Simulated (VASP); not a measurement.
# WC (Qusongite) (P-6m2) in VASP: a series of runs

The runs below take WC (Qusongite) through single point, relaxation of cell and atoms, with PBE, HSEsol.

Everything below comes from runs of VASP 6.6.1. Logs are shortened: lines on timing, memory, paths and dates and some standing lists are left out, and cuts for length are marked.

**1. Starting point**

The structure is hexagonal, space group P-6m2 (No. 187). The conventional cell has a = 2.907 Å, b = 2.907 Å, c = 2.837 Å, α = 90.00°, β = 90.00°, γ = 120.00°. Around W (site symmetry -6m2) lie 6 C at 2.20 Å. C (site symmetry -6m2) has 6 W at 2.20 Å as nearest neighbours.

**2. Single point, PBE**

Input file INCAR:

```
SYSTEM = WC
  PREC = Accurate
  ENCUT = 520
  EDIFF = 1E-7
  ISMEAR = 0
  SIGMA = 0.027000000000000003
  LREAL = .False.
  LASPH = .True.
  NELM = 100
  ALGO = Normal
  ISIF = 2
  LWAVE = .False.
  LCHARG = .True.
  GGA = PE
  LELF = .True.
  LVHAR = .True.
  NBANDS = 16
```

Input file KPOINTS:

```
Automatic mesh
0
Gamma
  10 10 9
  0 0 0
```

Input file POSCAR:

```
WC
1.0
    2.9065000000      0.0000000000      0.0000000000
   -1.4532500000      2.5171028361      0.0000000000
    0.0000000000      0.0000000000      2.8366000000
W C
1 1
Direct
    0.0000000000      0.0000000000      0.0000000000
    0.6666666667      0.3333333333      0.5000000000
```

Potentials or basis: VASP PAW PBE potentials, release 64 (W_sv, C).

Started as:

```console
cat potpaw_PBE.64/W_sv/POTCAR potpaw_PBE.64/C/POTCAR > POTCAR
mpirun -np 1 vasp_std > vasp.out
```

OUTCAR:

```text
SYSTEM = WC
   PREC = Accurate
   ENCUT = 520
   EDIFF = 1E-7
   ISMEAR = 0
   LREAL = .False.
   LASPH = .True.
   NELM = 100
   ISIF = 2
   GGA = PE

 ion  position               nearest neighbor table
   1  0.000  0.000  0.000-   2 2.20   2 2.20   2 2.20   2 2.20   2 2.20   2 2.20
   2  0.667  0.333  0.500-   1 2.20   1 2.20   1 2.20   1 2.20   1 2.20   1 2.20

  LATTYP: Found a hexagonal cell.
 ALAT       =     2.9065000000
 C/A-ratio  =     0.9759504559

  Lattice vectors:

 A1 = (   2.9065000000,   0.0000000000,   0.0000000000)
 A2 = (  -1.4532500000,   2.5171028361,   0.0000000000)
 A3 = (   0.0000000000,   0.0000000000,   2.8366000000)

Analysis of symmetry for initial positions (statically):
=====================================================================
 Subroutine PRICEL returns:
 Original cell was already a primitive cell.

 Routine SETGRP: Setting up the symmetry group for a
 hexagonal supercell.

 Subroutine GETGRP returns: Found 12 space group operations
 (whereof 12 operations were pure point group operations)
 out of a pool of 24 trial point group operations.

The static configuration has the point symmetry D_3h.

Analysis of symmetry for dynamics (positions and initial velocities):
=====================================================================
 Subroutine PRICEL returns:
 Original cell was already a primitive cell.

 Routine SETGRP: Setting up the symmetry group for a
 hexagonal supercell.

 Subroutine GETGRP returns: Found 12 space group operations
 (whereof 12 operations were pure point group operations)
 out of a pool of 24 trial point group operations.

The dynamic configuration has the point symmetry D_3h.

 Subroutine INISYM returns: Found 12 space group operations
 (whereof 12 operations are pure point group operations),
 and found     1 'primitive' translations

----------------------------------------------------------------------------------------

                                     Primitive cell

  volume of cell :      20.7525

  direct lattice vectors                    reciprocal lattice vectors
     2.906500000  0.000000000  0.000000000     0.344056425  0.198641070  0.000000000
    -1.453250000  2.517102836  0.000000000     0.000000000  0.397282139  0.000000000
     0.000000000  0.000000000  2.836600000     0.000000000  0.000000000  0.352534725

  length of vectors
     2.906500000  2.906500000  2.836600000     0.397282139  0.397282139  0.352534725

  position of ions in fractional coordinates (direct lattice)
     0.000000000  0.000000000  0.000000000
     0.666666667  0.333333333  0.500000000

  ion indices of the primitive-cell ions
   primitive index   ion index
                 1           1
                 2           2

----------------------------------------------------------------------------------------

 KPOINTS: Automatic mesh

Automatic generation of k-mesh.
 Grid dimensions read from file:
 generate k-points for:   10   10    9

 Generating k-lattice:

  Cartesian coordinates                     Fractional coordinates (reciprocal lattice)
     0.034405643  0.019864107  0.000000000     0.100000000  0.000000000  0.000000000
     0.000000000  0.039728214  0.000000000     0.000000000  0.100000000  0.000000000
     0.000000000  0.000000000  0.039170525     0.000000000  0.000000000  0.111111111

  Length of vectors
     0.039728214  0.039728214  0.039170525

  Shift w.r.t. Gamma in fractional coordinates (k-lattice)
     0.000000000  0.000000000  0.000000000

 Subroutine IBZKPT returns following result:
 ===========================================

 Found     70 irreducible k-points:

 Following reciprocal coordinates:
            Coordinates               Weight
  0.000000  0.000000  0.000000      1.000000
  0.100000  0.000000  0.000000      6.000000
  0.200000  0.000000  0.000000      6.000000
  0.300000  0.000000  0.000000      6.000000
  0.400000  0.000000  0.000000      6.000000
  0.500000  0.000000  0.000000      3.000000
[... 16 lines left out ...]
  0.300000  0.100000  0.111111     24.000000
  0.400000  0.100000  0.111111     24.000000
 [... further k-points ...]
   k-points           NKPTS =     70   k-points in BZ     NKDIM =     70   number of bands    NBANDS=     16
   number of dos      NEDOS =    301   number of ions     NIONS =      2
   total plane-waves  NPLWV =  13824
   dimension x,y,z NGX =    24 NGY =   24 NGZ =   24
   dimension x,y,z NGXF=    48 NGYF=   48 NGZF=   48
   ions per type =               1   1
   NGX,Y,Z   is equivalent  to a cutoff of  13.73, 13.73, 14.07 a.u.
   NGXF,Y,Z  is equivalent  to a cutoff of  27.46, 27.46, 28.13 a.u.
 SYSTEM =  WC
   PREC   = accura    normal or accurate (medium, high low for compatibility)
   ISTART =      0    job   : 0-new  1-cont  2-samecut
   ICHARG =      2    charge: 1-file 2-atom 10-const
   ISPIN  =      1    spin polarized calculation?
   LNONCOLLINEAR =      F non collinear calculations
[... 116 lines left out ...]
      6       4.3383      2.00000
[... 8 lines left out ...]
     15      25.0618      0.00000
     16      28.2487      0.00000

 k-point     6 :       0.5000    0.0000    0.0000
  band No.  band energies     occupation
      1     -62.8618      2.00000
      2     -27.6099      2.00000
      3     -26.9883      2.00000
      4     -26.7931      2.00000
      5      -0.0307      2.00000
      6       4.0423      2.00000
[... 8 lines left out ...]
     15      23.9086      0.00000
     16      29.1896      0.00000

 k-point     7 :       0.1000    0.1000    0.0000
  band No.  band energies     occupation
      1     -62.9045      2.00000
      2     -27.0191      2.00000
      3     -26.8748      2.00000
      4     -26.8556      2.00000
      5      -2.6255      2.00000
      6       6.3533      2.00000
[... 8 lines left out ...]
     15      24.7724      0.00000
     16      29.1261      0.00000

 k-point     8 :       0.2000    0.1000    0.0000
  band No.  band energies     occupation
      1     -62.8882      2.00000
      2     -27.2346      2.00000
      3     -26.9237      2.00000
      4     -26.8438      2.00000
      5      -1.7628      2.00000
      6       5.4668      2.00000
[... 8 lines left out ...]
     15      25.2296      0.00000
     16      29.2170      0.00000

 k-point     9 :       0.3000    0.1000    0.0000
  band No.  band energies     occupation
      1     -62.8719      2.00000
      2     -27.4430      2.00000
      3     -26.9917      2.00000
      4     -26.8125      2.00000
      5      -0.7585      2.00000
      6       4.6662      2.00000
[... 8 lines left out ...]
     15      26.1726      0.00000
     16      27.5772      0.00000
[... 172 lines left out ...]
 k-point    19 :       0.4000    0.0000    0.1111
  band No.  band energies     occupation
      1     -62.8627      2.00000
      2     -27.5237      2.00000
      3     -26.9614      2.00000
      4     -26.8877      2.00000
      5      -0.3473      2.00000
      6       4.3057      2.00000
[... 8 lines left out ...]
     15      24.7018      0.00000
     16      28.1093      0.00000

 k-point    20 :       0.5000    0.0000    0.1111
  band No.  band energies     occupation
      1     -62.8571      2.00000
      2     -27.5968      2.00000
      3     -26.9791      2.00000
      4     -26.8763      2.00000
      5       0.0460      2.00000
      6       3.9616      2.00000
[... 8 lines left out ...]
     15      23.9600      0.00000
     16      28.9732      0.00000

 k-point    21 :       0.1000    0.1000    0.1111
  band No.  band energies     occupation
      1     -62.8998      2.00000
      2     -27.0119      2.00000
      3     -26.9616      2.00000
      4     -26.8474      2.00000
      5      -2.3613      2.00000
      6       6.5100      2.00000
[... 8 lines left out ...]
     15      24.5699      0.00000
     16      28.7195      0.00000

 k-point    22 :       0.2000    0.1000    0.1111
  band No.  band energies     occupation
      1     -62.8835      2.00000
      2     -27.2242      2.00000
      3     -26.9301      2.00000
      4     -26.9149      2.00000
      5      -1.5506      2.00000
      6       5.6218      2.00000
[... 8 lines left out ...]
     15      24.7089      0.00000
     16      28.7785      0.00000

 k-point    23 :       0.3000    0.1000    0.1111
  band No.  band energies     occupation
      1     -62.8672      2.00000
      2     -27.4310      2.00000
      3     -26.9825      2.00000
      4     -26.8969      2.00000
      5      -0.6237      2.00000
      6       4.7481      2.00000
[... 8 lines left out ...]
     15      25.3599      0.00000
     16      27.6930      0.00000

 k-point    24 :       0.4000    0.1000    0.1111
  band No.  band energies     occupation
      1     -62.8572      2.00000
      2     -27.5559      2.00000
      3     -27.0240      2.00000
      4     -26.8763      2.00000
      5       0.0595      2.00000
      6       4.1814      2.00000
[... 8 lines left out ...]
     15      24.4777      0.00000
     16      28.5260      0.00000

 [... further k-points ...]

------------------------ aborting loop because EDIFF is reached ----------------------------------------

  FORCE on cell =-STRESS in cart. coord.  units (eV):
  Direction    XX          YY          ZZ          XY          YZ          ZX
  --------------------------------------------------------------------------------------
  -------------------------------------------------------------------------------------
  Total        0.8996718      0.8996718      0.8141549      0.0000000     -0.0000000      0.0000000
  in kB       69.4584873     69.4584873     62.8562150      0.0000000     -0.0000000      0.0000000
  external PRESSURE =      67.2577298 kB  Pullay stress =       0.0000000 kB

 VOLUME and BASIS-vectors are now :
 -----------------------------------------------------------------------------
  energy-cutoff  :      520.00
  volume of cell :       20.75
      direct lattice vectors                 reciprocal lattice vectors
     2.906500000  0.000000000  0.000000000     0.344056425  0.198641070  0.000000000
    -1.453250000  2.517102836  0.000000000     0.000000000  0.397282139  0.000000000
     0.000000000  0.000000000  2.836600000     0.000000000  0.000000000  0.352534725

 POSITION                                       TOTAL-FORCE (eV/Angst)
 -----------------------------------------------------------------------------------
      0.00000      0.00000      0.00000         0.000000     -0.000000      0.000000
      1.45325      0.83903      1.41830        -0.000000      0.000000      0.000000
 -----------------------------------------------------------------------------------
    total drift:                                0.000000     -0.000000      0.000000

  FREE ENERGIE OF THE ION-ELECTRON SYSTEM (eV)
  ---------------------------------------------------
  free  energy   TOTEN  =       -22.4453276639 eV

  energy  without entropy=      -22.4450421414  energy(sigma->0) =      -22.44518490
```

It took 34 s on 1 thread of AMD EPYC 7R43 (Zen 3), shared host; peak memory 0.11 GiB.

Results:

```yaml
Free_energy: -22.4453 eV
Pressure: 6.7 GPa
Band_gap_on_the_k_mesh: none (metal or under the smearing width)
```

Stress tensor (GPa, compression positive):
```
6.95 0.00 0.00
0.00 6.95 0.00
0.00 0.00 6.29
```

Levels at points of the mesh, in eV from the Fermi level:
```tsv
k point	band 6	band 7	band 8	band 9	band 10	band 11	band 12	band 13
(0.00, 0.00, 0.00)	-4.32	-3.34	-3.34	0.07	3.22	3.22	5.61	5.61
(0.50, 0.00, 0.00)	-7.05	-3.63	-3.58	-0.49	2.33	4.52	4.88	6.84
```

**3. Single point, PBE**

Input file INCAR:

```
  PREC = Accurate
  ENCUT = 520
  EDIFF = 1E-7
  ISMEAR = 0
  SIGMA = 0.019000000000000003
  LREAL = F
  LASPH = T
  NELM = 60
  ALGO = Normal
  ISIF = 2
  LWAVE = F
  LCHARG = T
  GGA = PE
  LELF = T
  LVHAR = T
```

Input file KPOINTS:

```
regular mesh
0
Gamma
  10 10 9
```

POSCAR is that of step 2.

Potentials or basis: VASP PAW PBE potentials, release 64 (W_sv, C).

Started as:

```console
cat potpaw_PBE.64/W_sv/POTCAR potpaw_PBE.64/C/POTCAR > POTCAR
mpirun -np 1 vasp_std > vasp.out
```

It took 14 s on 1 thread of Intel Xeon Platinum 8259CL at 2.50GHz (Skylake/Cascade Lake), shared host; peak memory 0.15 GiB.

It converged, with:

- Free energy: -22.4452 eV
- Pressure: 6.7 GPa
- Band gap on the k mesh: none (metal or under the smearing width)

Stress tensor (GPa, compression positive):
```
6.95 0.00 0.00
0.00 6.95 0.00
0.00 0.00 6.29
```

Levels at points of the mesh, in eV from the Fermi level:
```csv
k point,band 7,band 8,band 9,band 10,band 11,band 12
"(0.00, 0.00, 0.00)",-3.35,-3.35,0.07,3.22,3.22,5.61
"(0.50, 0.00, 0.00)",-3.63,-3.58,-0.49,2.33,4.52,4.87
```

Spin-orbit coupling is left out, which matters for the levels of W.

**4. Relaxation of cell and atoms, HSEsol**

POSCAR is that of step 3.

Input file INCAR.step1:

```
PREC     = Accurate       # precision mode
ENCUT    = 600            # plane-wave cutoff, eV
EDIFF    = 1E-5           # SCF threshold, eV
ISMEAR   = -1             # smearing method
SIGMA    = 0.05           # smearing width, eV
LREAL    = F              # projectors in reciprocal space
LASPH    = T              # aspherical terms in the spheres
NELM     = 60             # most SCF steps
ALGO     = Normal         # electronic algorithm
LWAVE    = T              # write WAVECAR
LCHARG   = F              # write CHGCAR
GGA      = PE             # functional
```

Input file INCAR.step2:

```
PREC     = Accurate       # precision mode
ENCUT    = 600            # plane-wave cutoff, eV
EDIFF    = 1E-6           # SCF threshold, eV
ISMEAR   = -1             # smearing method
SIGMA    = 0.05           # smearing width, eV
LREAL    = F              # projectors in reciprocal space
LASPH    = T              # aspherical terms in the spheres
NELM     = 60             # most SCF steps
ALGO     = Normal         # electronic algorithm
ISIF     = 3              # what is computed and relaxed
LWAVE    = F              # write WAVECAR
LCHARG   = F              # write CHGCAR
GGA      = PS             # functional
LHFCALC  = T              # exact exchange
HFSCREEN = 0.2            # screening, 1/A
PRECFOCK = Fast         
IBRION   = 2              # ionic algorithm
NSW      = 40             # ionic steps
EDIFFG   = -0.01          # ionic threshold
ISTART   = 1
```

Input file KPOINTS:

```
Automatic mesh
0
Gamma
  5 5 5
```

Started as:

```console
cat potpaw_PBE.64/W_sv/POTCAR potpaw_PBE.64/C/POTCAR > POTCAR
cp INCAR.step1 INCAR
mpirun -np 1 vasp_std > vasp.out
cp INCAR.step2 INCAR
mpirun -np 1 vasp_std > vasp.out
```

It took 39 min on 1 thread of Intel Xeon Platinum 8259CL at 2.50GHz (Skylake/Cascade Lake), shared host; peak memory 0.26 GiB.

The run converged, but a check on its numbers failed (symmetry, net force, bounds or a known fault of this set-up), so they aren't taken as properties of the crystal.

Caveat: the k mesh is coarse (spacing up to 0.50 Å⁻¹), so the values aren't converged, least of all with exact exchange; the PAW data sets were made with another functional, which shifts forces and pressure a little.

**5. Single point, PBE**

Input file INCAR:

```
  PREC = Accurate
  ENCUT = 520
  EDIFF = 1E-7
  ISMEAR = 0
  SIGMA = 0.012
  LREAL = F
  LASPH = T
  NELM = 100
  ALGO = Normal
  ISIF = 2
  LWAVE = F
  LCHARG = F
  GGA = PE
```

Input file KPOINTS:

```
regular mesh
0
Gamma
  10 10 9
```

POSCAR is that of step 4.

Started as:

```console
cat potpaw_PBE.64/W_sv/POTCAR potpaw_PBE.64/C/POTCAR > POTCAR
mpirun -np 1 vasp_std > vasp.out
```

It took 27 s on 1 thread of AMD EPYC 7R43 (Zen 3), shared host; peak memory 0.12 GiB.

It converged, with:

| Property | Result |
| --- | --- |
| Free energy | -22.4452 eV |
| Pressure | 6.7 GPa |
| Band gap on the k mesh | none (metal or under the smearing width) |

Stress tensor (GPa, compression positive):
```
6.94 0.00 0.00
0.00 6.94 0.00
0.00 0.00 6.31
```

Levels at points of the mesh, in eV from the Fermi level:
```
           k point  band 7  band 8  band 9  band 10  band 11  band 12
(0.00, 0.00, 0.00)   -3.35   -3.35    0.07     3.22     3.22     5.61
(0.50, 0.00, 0.00)   -3.63   -3.58   -0.49     2.33     4.52     4.87
```

**6. Single point, PBE**

Input file INCAR:

```
PREC     = Accurate       # precision mode
ENCUT    = 520            # plane-wave cutoff, eV
EDIFF    = 1E-6           # SCF threshold, eV
ISMEAR   = 0              # smearing method
SIGMA    = 0.02           # smearing width, eV
LREAL    = False          # projectors in reciprocal space
LASPH    = True           # aspherical terms in the spheres
NELM     = 80             # most SCF steps
ALGO     = Normal         # electronic algorithm
ISIF     = 2              # what is computed and relaxed
LWAVE    = False          # write WAVECAR
LCHARG   = False          # write CHGCAR
GGA      = PE             # functional
```

Input file KPOINTS:

```
Automatic mesh
0
Gamma
  10 10 9
```

Input file POSCAR:

```
WC
2.9065
    1.000000000000      0.000000000000      0.000000000000
   -0.500000000000      0.866025403785      0.000000000000
    0.000000000000      0.000000000000      0.975950455875
W C
1 1
Direct
    0.0000000000      0.0000000000      0.0000000000
    0.6666666667      0.3333333333      0.5000000000
```

Potentials or basis: VASP PAW PBE potentials, release 54 (W_sv, C).

Started as:

```console
cat potpaw_PBE.54/W_sv/POTCAR potpaw_PBE.54/C/POTCAR > POTCAR
mpirun -np 1 vasp_std > vasp.out
```

It took 17 s on 1 thread of AMD EPYC 7R43 (Zen 3), shared host; peak memory 0.11 GiB.

Results (log left out):

```yaml
Free_energy: -22.4453 eV
Pressure: 6.7 GPa
Band_gap_on_the_k_mesh: none (metal or under the smearing width)
```

Stress tensor (GPa, compression positive):
```
6.95 0.00 0.00
0.00 6.95 0.00
0.00 0.00 6.29
```

Levels at points of the mesh, in eV from the Fermi level:
| k point | band 6 | band 7 | band 8 | band 9 | band 10 | band 11 | band 12 | band 13 |
| --- | --- | --- | --- | --- | --- | --- | --- | --- |
| (0.00, 0.00, 0.00) | -4.33 | -3.35 | -3.35 | 0.07 | 3.22 | 3.22 | 5.61 | 5.61 |
| (0.50, 0.00, 0.00) | -7.05 | -3.63 | -3.58 | -0.49 | 2.33 | 4.52 | 4.87 | 6.84 |

Spin-orbit coupling is left out, which matters for the levels of W.

**7. Overview**

| potentials or basis | smearing | gap on the mesh (eV) | pressure (GPa) |
| --- | --- | --- | --- |
| VASP PAW PBE potentials, release 64 (W_sv, C) | gaussian 0.027 eV | none | 6.7 |
| VASP PAW PBE potentials, release 64 (W_sv, C) | gaussian 0.019 eV | none | 6.7 |
| VASP PAW PBE potentials, release 64 (W_sv, C) | gaussian 0.012 eV | none | 6.7 |
| VASP PAW PBE potentials, release 54 (W_sv, C) | gaussian 0.02 eV | none | 6.7 |

Alike in all rows: task single point; level PBE; no spin polarisation; cell as given; k mesh 10 × 10 × 9; cutoff (eV) 520.

Total energies depend on the potentials used, so only differences within one code and one set of settings carry meaning.
